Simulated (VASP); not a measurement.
# Ge (I4_1/amd) in VASP: notebook

One crystal, Ge, is run at these levels: PBE, PBEsol; tasks: single point, relaxation of cell and atoms.

Everything below comes from runs of VASP 6.6.1. Logs are shortened: lines on timing, memory, paths and dates and some standing lists are left out, and cuts for length are marked.

## Step 1: Starting point

It takes space group I4_1/amd (No. 141, tetragonal). The conventional cell has a = 5.149 Å, b = 5.149 Å, c = 2.795 Å, α = 90.00°, β = 90.00°, γ = 90.00°. Ge (site symmetry -4m2) has 6 Ge at 2.67 to 2.79 Å as nearest neighbours.

This isn't the form of Ge at room conditions, which is diamond.

## Step 2: Single point, PBE

The input, INCAR:

```
ALGO = Fast ; EDIFF = 1E-7
ENCUT = 450 ; GGA = PE
ISIF = 2 ; ISMEAR = 0
LASPH = T ; LCHARG = T
LELF = T ; LREAL = F
LVHAR = T ; LWAVE = F
NELM = 100 ; PREC = Accurate
SIGMA = 0.02
```

The input, KPOINTS:

```
k-points
0
Gamma
  6 6 6
```

The input, POSCAR:

```
Ge
1.0
   -2.5744897190      2.5744897190      1.3974126432
    2.5744897190     -2.5744897190      1.3974126432
    2.5744897190      2.5744897190     -1.3974126432
Ge
2
Direct
    0.5000000000      0.5000000000      0.0000000000
    0.2500000000      0.7500000000      0.5000000000
```

Potentials or basis: VASP PAW PBE potentials, release 64 (Ge_d_GW).

Started as:

```console
> cat potpaw_PBE.64/Ge_d_GW/POTCAR > POTCAR
> mpirun -np 1 vasp_std > vasp.out
```

OUTCAR:

```text
EDIFF = 1E-7
   ENCUT = 450
   GGA = PE
   ISIF = 2
   ISMEAR = 0
   LASPH = T
   LREAL = F
   NELM = 100
   PREC = Accurate

 ion  position               nearest neighbor table
   1  0.500  0.500  0.000-   2 2.67   2 2.67   2 2.67   2 2.67
   2  0.250  0.750  0.500-   1 2.67   1 2.67   1 2.67   1 2.67

  LATTYP: Found a body centered tetragonal cell.
 ALAT       =     5.1489794380
 C/A-ratio  =     0.5427920853

  Lattice vectors:

 A1 = (  -2.5744897190,   2.5744897190,   1.3974126432)
 A2 = (   2.5744897190,  -2.5744897190,   1.3974126432)
 A3 = (   2.5744897190,   2.5744897190,  -1.3974126432)

Analysis of symmetry for initial positions (statically):
=====================================================================
 Subroutine PRICEL returns:
 Original cell was already a primitive cell.

 Routine SETGRP: Setting up the symmetry group for a
 body centered tetragonal supercell.

 Subroutine GETGRP returns: Found 16 space group operations
 (whereof  8 operations were pure point group operations)
 out of a pool of 16 trial point group operations.

The static configuration has the point symmetry D_2d.
 The point group associated with its full space group is D_4h.

Analysis of symmetry for dynamics (positions and initial velocities):
=====================================================================
 Subroutine PRICEL returns:
 Original cell was already a primitive cell.

 Routine SETGRP: Setting up the symmetry group for a
 body centered tetragonal supercell.

 Subroutine GETGRP returns: Found 16 space group operations
 (whereof  8 operations were pure point group operations)
 out of a pool of 16 trial point group operations.

The dynamic configuration has the point symmetry D_2d.
 The point group associated with its full space group is D_4h.

 Subroutine INISYM returns: Found 16 space group operations
 (whereof  8 operations are pure point group operations),
 and found     1 'primitive' translations

----------------------------------------------------------------------------------------

                                     Primitive cell

  volume of cell :      37.0482

  direct lattice vectors                    reciprocal lattice vectors
    -2.574489719  2.574489719  1.397412643     0.000000000  0.194213244  0.357804119
     2.574489719 -2.574489719  1.397412643     0.194213244  0.000000000  0.357804119
     2.574489719  2.574489719 -1.397412643     0.194213244  0.194213244  0.000000000

  length of vectors
     3.899840602  3.899840602  3.899840602     0.407114937  0.407114937  0.274659004

  position of ions in fractional coordinates (direct lattice)
     0.500000000  0.500000000  0.000000000
     0.250000000  0.750000000  0.500000000

  ion indices of the primitive-cell ions
   primitive index   ion index
                 1           1
                 2           2

----------------------------------------------------------------------------------------

 KPOINTS: k-points

Automatic generation of k-mesh.
 Grid dimensions read from file:
 generate k-points for:    6    6    6

 Generating k-lattice:

  Cartesian coordinates                     Fractional coordinates (reciprocal lattice)
     0.000000000  0.032368874  0.059634020     0.166666667  0.000000000  0.000000000
     0.032368874  0.000000000  0.059634020     0.000000000  0.166666667  0.000000000
     0.032368874  0.032368874  0.000000000     0.000000000  0.000000000  0.166666667

  Length of vectors
     0.067852489  0.067852489  0.045776501

  Shift w.r.t. Gamma in fractional coordinates (k-lattice)
     0.000000000  0.000000000  0.000000000

 Subroutine IBZKPT returns following result:
 ===========================================

 Found     30 irreducible k-points:

 Following reciprocal coordinates:
            Coordinates               Weight
  0.000000  0.000000  0.000000      1.000000
  0.166667  0.000000 -0.000000      8.000000
  0.333333 -0.000000  0.000000      8.000000
  0.500000  0.000000 -0.000000      4.000000
  0.166667  0.166667 -0.000000      8.000000
  0.333333  0.166667  0.000000     16.000000
[... 16 lines left out ...]
 -0.333333 -0.333333  0.166667      8.000000
 -0.166667 -0.333333  0.166667      8.000000
 [... further k-points ...]
   k-points           NKPTS =     30   k-points in BZ     NKDIM =     30   number of bands    NBANDS=     18
   number of dos      NEDOS =    301   number of ions     NIONS =      2
   total plane-waves  NPLWV =  21952
   dimension x,y,z NGX =    28 NGY =   28 NGZ =   28
   dimension x,y,z NGXF=    56 NGYF=   56 NGZF=   56
   ions per type =               2
   NGX,Y,Z   is equivalent  to a cutoff of  11.94, 11.94, 11.94 a.u.
   NGXF,Y,Z  is equivalent  to a cutoff of  23.87, 23.87, 23.87 a.u.
 SYSTEM =  unknown system
   PREC   = accura    normal or accurate (medium, high low for compatibility)
   ISTART =      0    job   : 0-new  1-cont  2-samecut
   ICHARG =      2    charge: 1-file 2-atom 10-const
   ISPIN  =      1    spin polarized calculation?
   LNONCOLLINEAR =      F non collinear calculations
   LSORBIT =      F    spin-orbit coupling
   LASPH  =      T    aspherical Exc in radial PAW
   ENCUT  =  450.0 eV  33.07 Ry    5.75 a.u.   6.75  6.75  6.75*2*pi/ulx,y,z
   NELM   =    100;   NELMIN=  2; NELMDL= -5     # of ELM steps
   EDIFF  = 0.1E-06   stopping-criterion for ELM
   LREAL  =      F    real-space projection
   EDIFFG = 0.1E-05   stopping-criterion for IOM
   NSW    =      0    number of steps for IOM
   IBRION =     -1    ionic relax: 0-MD 1-quasi-New 2-CG
   NFREE  =      0    steps in history (QN), initial steepest desc. (CG)
   ISIF   =      2    stress and relaxation
   ISYM   =      2    0-nonsym 1-usesym 2-fastsym
   POTIM  = 0.5000    time-step for ionic-motion
   TEBEG  =    0.0;   TEEND  =   0.0 temperature during run
   PSTRESS=    0.0 pullay stress
   NELECT =      28.0000    total number of electrons
   NUPDOWN=      -1.0000    fix difference up-down
   EMIN   =  10.00;   EMAX   =-10.00  energy-range for DOS
   EFERMI =   0.00;   METHOD = LEGACY
   ISMEAR =     0;   SIGMA  =   0.02  broadening in eV -4-tet -1-fermi 0-gaus
   EFERMI_NEDOS =   21; number of points for ismear=-14 and -15
   IALGO  =     68    algorithm
   IMIX   =      4    mixing-type and parameters
     AMIX     =   0.40;   BMIX     =  1.00
     AMIX_MAG =   1.60;   BMIX_MAG =  1.00
  volume/ion in A,a.u.               =      18.52       125.01
  Fermi-wavevector in a.u.,A,eV,Ry     =   1.491209  2.817976 30.255333  2.223704
  Thomas-Fermi vector in A             =   2.603893
   LORBIT       =      0    0 simple, 1 ext, 2 COOP (PROOUT), +10 PAW based schemes
   GGA     = PE    functional components
   LHFCALC =     F    Hartree Fock is set to
   AEXX    =    0.0000 exact exchange contribution
   IVDW    =     0    specifies the selected vdW correction
   LEPSILON=     F    determine dielectric tensor
   LRPA    =     F    only Hartree local field effects (RPA)
 non-spin polarized calculation
 RMM-DIIS sequential band-by-band and
 Gauss-broadening in eV      SIGMA  =   0.02
  energy-cutoff  :      450.00
  volume of cell :       37.05
 maximum number of plane-waves:       812
   NGX = 13   NGY = 13   NGZ = 13

 number of electron      28.0000031 magnetization

 Free energy of the ion-electron system (eV)
  ---------------------------------------------------
  ext. energy  EPLUGINS =         0.00000000
  ---------------------------------------------------
  free energy    TOTEN  =        -8.53021500 eV

  energy without entropy =       -8.52987993  energy(sigma->0) =       -8.53004746

 E-fermi :   4.4557     XC(G=0): -11.3529

 val. band max:        4.4154109109   @ k =  -0.1667  -0.1667   0.1667
 cond. band min:       4.4652431577   @ k =  -0.1667   0.3333   0.1667
 fundamental gap:      0.0498322468
 Fermi energy:         4.4557286654

 k-point     1 :       0.0000    0.0000    0.0000
  band No.  band energies     occupation
      1     -20.5306      2.00000
      2     -20.4968      2.00000
      3     -20.4648      2.00000
      4     -20.4555      2.00000
      5     -20.3580      2.00000
      6     -20.3580      2.00000
[... 10 lines left out ...]
     17      11.8751      0.00000
     18      12.4256      0.00000

 k-point     2 :       0.1667    0.0000   -0.0000
  band No.  band energies     occupation
      1     -20.5203      2.00000
      2     -20.4639      2.00000
      3     -20.4425      2.00000
      4     -20.4275      2.00000
      5     -20.3804      2.00000
      6     -20.3707      2.00000
[... 10 lines left out ...]
     17       8.9427      0.00000
     18      10.5365      0.00000

 k-point     3 :       0.3333   -0.0000    0.0000
  band No.  band energies     occupation
      1     -20.4986      2.00000
      2     -20.4304      2.00000
      3     -20.4281      2.00000
      4     -20.4206      2.00000
      5     -20.3989      2.00000
      6     -20.3796      2.00000
[... 10 lines left out ...]
     17       8.3606      0.00000
     18       8.9498      0.00000

 k-point     4 :       0.5000    0.0000   -0.0000
  band No.  band energies     occupation
      1     -20.4877      2.00000
      2     -20.4503      2.00000
      3     -20.4437      2.00000
      4     -20.4156      2.00000
      5     -20.3914      2.00000
      6     -20.3835      2.00000
[... 375 lines left out ...]
      4     -20.4178      2.00000
      5     -20.3816      2.00000
      6     -20.3776      2.00000
[... 10 lines left out ...]
     17       9.8180      0.00000
     18      11.9965      0.00000

 k-point    23 :      -0.3333   -0.3333    0.1667
  band No.  band energies     occupation
      1     -20.4761      2.00000
      2     -20.4395      2.00000
      3     -20.4008      2.00000
      4     -20.3981      2.00000
      5     -20.3911      2.00000
      6     -20.3804      2.00000
[... 10 lines left out ...]
     17      11.5118      0.00000
     18      11.6026      0.00000

 k-point    24 :      -0.1667   -0.3333    0.1667
  band No.  band energies     occupation
      1     -20.4912      2.00000
      2     -20.4386      2.00000
      3     -20.4292      2.00000
      4     -20.4021      2.00000
      5     -20.4008      2.00000
      6     -20.3900      2.00000
[... 10 lines left out ...]
     17       7.8097      0.00000
     18       9.1741      0.00000

 [... further k-points ...]
[... 5 lines left out ...]
  --------------------------------------------------------------------------------------
  -------------------------------------------------------------------------------------
  Total        0.8071914      0.8071914      0.4461071      0.0000000     -0.0000000     -0.0000000
  in kB       34.9076115     34.9076115     19.2922454      0.0000000     -0.0000000     -0.0000000
  external PRESSURE =      29.7024895 kB  Pullay stress =       0.0000000 kB

 VOLUME and BASIS-vectors are now :
 -----------------------------------------------------------------------------
  energy-cutoff  :      450.00
  volume of cell :       37.05
      direct lattice vectors                 reciprocal lattice vectors
    -2.574489719  2.574489719  1.397412643     0.000000000  0.194213244  0.357804119
     2.574489719 -2.574489719  1.397412643     0.194213244  0.000000000  0.357804119
     2.574489719  2.574489719 -1.397412643     0.194213244  0.194213244  0.000000000

 POSITION                                       TOTAL-FORCE (eV/Angst)
 -----------------------------------------------------------------------------------
      0.00000      0.00000      1.39741         0.000000     -0.000000     -0.000000
      2.57449      0.00000      0.69871        -0.000000      0.000000      0.000000
 -----------------------------------------------------------------------------------
    total drift:                                0.000000     -0.000000      0.000000

  FREE ENERGIE OF THE ION-ELECTRON SYSTEM (eV)
  ---------------------------------------------------
  free  energy   TOTEN  =        -8.5302149978 eV

  energy  without entropy=       -8.5298799256  energy(sigma->0) =       -8.53004746
```

Run time: 14 s. Hardware: 1 thread of Intel Xeon 6975P-C (Granite Rapids), shared host; peak memory 0.15 GiB.

What came out:

| Item | Value |
| --- | --- |
| Free energy | -8.5302 eV |
| Pressure | 3.0 GPa |
| Band gap on the k mesh | none (metal or under the smearing width) |

Levels at points of the mesh, in eV from the Fermi level:
| k point | band 12 | band 13 | band 14 | band 15 | band 16 | band 17 |
| --- | --- | --- | --- | --- | --- | --- |
| (0.00, 0.00, 0.00) | -4.26 | -2.53 | -2.53 | 3.12 | 7.41 | 7.42 |
| (0.50, 0.00, 0.00) | -6.58 | -2.82 | -2.21 | -1.53 | 2.32 | 3.39 |
| (0.50, 0.50, 0.00) | -10.75 | 0.43 | 0.43 | 1.74 | 1.74 | 7.35 |
| (0.50, 0.50, 0.50) | -9.07 | -6.10 | -6.10 | 5.98 | 5.98 | 10.83 |

Caveat: the k mesh is coarse (spacing up to 0.43 Å⁻¹), so the values aren't converged; the cutoff is under 1.25 times the usual one of these potentials, so pressure, stress and relaxed cells hold a basis-set (Pulay) error.

## Step 3: Relaxation of cell and atoms, PBEsol

The input, INCAR:

```
SYSTEM = Ge
  ALGO = Normal
  EDIFF = 1E-6
  EDIFFG = -0.02
  ENCUT = 600
  GGA = PS
  IBRION = 2
  ISIF = 3
  ISMEAR = -1
  LASPH = .TRUE.
  LCHARG = .FALSE.
  LREAL = .FALSE.
  LWAVE = .FALSE.
  NELM = 80
  NSW = 60
  PREC = Accurate
  SIGMA = 0.05
```

The input, KPOINTS:

```
k-points
0
G
  10 10 10
  0 0 0
```

POSCAR is that of step 2.

Potentials or basis: VASP PAW PBE potentials, release 64 (Ge_d).

Started as:

```console
> cat potpaw_PBE.64/Ge_d/POTCAR > POTCAR
> mpirun -np 1 vasp_std > vasp.out
```

Run time: 90 s. Hardware: 1 thread of Intel Xeon 6975P-C (Granite Rapids), shared host; peak memory 0.22 GiB.

Results (log left out):

| Item | Value |
| --- | --- |
| Free energy | -9.5381 eV |
| Relaxed volume | 18.34 Å³/atom |
| Relaxed cell | a = 3.881 Å, b = 3.881 Å, c = 3.881 Å, α = 97.48°, β = 97.48°, γ = 137.71° |
| Space group after relaxing (to 0.05 Å) | I4_1/amd (No. 141) |
| Energy gained by relaxing | 0.5 meV/atom |
| Ionic steps | 7 |
| Pressure after relaxing | 0.1 GPa |
| Band gap on the k mesh | none (metal or under the smearing width) |

Step by step:
| step | energy change (eV) | largest force (eV/Å) | pressure (GPa) | volume (Å³) |
| --- | --- | --- | --- | --- |
| 1 | 0.0000 | 0.0000 | -0.76 | 37.05 |
| 2 | -0.0006 | 0.0000 | 0.29 | 36.58 |
| 3 | -0.0008 | 0.0000 | -0.19 | 36.72 |
| 4 | -0.0007 | 0.0000 | 0.24 | 36.65 |
| 5 | -0.0008 | 0.0000 | 0.03 | 36.69 |
| 6 | -0.0008 | 0.0000 | 0.09 | 36.69 |
| 7 | -0.0009 | 0.0000 | 0.10 | 36.69 |

Final structure:
```
CELL_PARAMETERS angstrom
-2.55968 2.55968 1.39995
2.55968 -2.55968 1.39995
2.55968 2.55968 -1.39995
ATOMIC_POSITIONS crystal
Ge 0.50000 0.50000 0.00000
Ge 0.25000 0.75000 0.50000
```

Levels at points of the mesh, in eV from the Fermi level:
| k point | band 12 | band 13 | band 14 | band 15 | band 16 | band 17 |
| --- | --- | --- | --- | --- | --- | --- |
| (0.00, 0.00, 0.00) | -3.98 | -2.38 | -2.38 | 3.21 | 7.68 | 7.68 |
| (0.50, 0.00, 0.00) | -6.51 | -2.66 | -2.05 | -1.45 | 2.39 | 3.56 |
| (0.50, 0.50, 0.00) | -10.66 | 0.61 | 0.61 | 1.96 | 1.96 | 7.40 |
| (0.50, 0.50, 0.50) | -8.91 | -6.03 | -6.03 | 5.99 | 5.99 | 11.19 |

Caveat: the PAW data sets were made with another functional, which shifts forces and pressure a little.

## Step 4: For comparison

An earlier run on the cell as given: functional PBE; potentials or basis VASP PAW PBE potentials, release 64 (Ge_d); cutoff 520 eV; k mesh 11 × 11 × 11; occupations fermi-dirac, width 0.05 eV; no spin polarisation.

- Pressure: 3.2 GPa
- Band gap on the k mesh: none (metal or under the smearing width)

## Step 5: Summary

```csv
task,level,potentials or basis,cell,k mesh,cutoff (eV),smearing,ladder,mesh quality,gap on the mesh (eV),pressure (GPa)
single point,PBE,"VASP PAW PBE potentials, release 64 (Ge_d_GW)",as given,6 × 6 × 6,450,gaussian 0.02 eV,-,coarse,none,3.0
relaxation of cell and atoms,PBEsol,"VASP PAW PBE potentials, release 64 (Ge_d)",relaxed,10 × 10 × 10,600,fermi-dirac 0.05 eV,gaps,not flagged,none,0.1
single point,PBE,"VASP PAW PBE potentials, release 64 (Ge_d)",as given,11 × 11 × 11,520,fermi-dirac 0.05 eV,-,not flagged,none,3.2
```

Alike in all rows: no spin polarisation.

Caveats: some runs use coarse meshes; the cutoff is under 1.25 times the usual one of these potentials, so pressure, stress and relaxed cells hold a basis-set (Pulay) error (some runs); the PAW data sets were made with another functional, which shifts forces and pressure a little (some runs).

Total energies depend on the potentials used, so only differences within one code and one set of settings carry meaning.
